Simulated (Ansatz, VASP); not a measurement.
## One calculation of Al, two programs

```xyz
1
Lattice="0.0000 2.0295 2.0295 2.0295 0.0000 2.0295 2.0295 2.0295 0.0000" Properties=species:S:1:pos:R:3 pbc="T T T"
Al    0.0000    0.0000    0.0000
```

Alike in both runs: functional revPBE; k mesh 13 × 13 × 13; occupations fermi-dirac, width 0.1 eV; no spin polarisation.

Ansatz relaxed the structure, and its values are those at the end. VASP's run is a single point on that final structure, the one shown.

|  | VASP | Ansatz |
| --- | --- | --- |
| version | VASP 6.6.1 | Ansatz 0.2.0 |
| potentials or method | VASP PAW PBE potentials, release 64 (Al) | plane waves (420 eV) with PAW, scalar-relativistic |
| plane-wave cutoff (eV) | 520 | 420 |
| valence electrons in the cell | 3 | 3 |

```tsv
	VASP	Ansatz	Ansatz less VASP
pressure (GPa)	-0.2	0.0	+0.17
```

Caveats: the PAW data sets were made with another functional, which shifts forces and pressure a little (VASP).
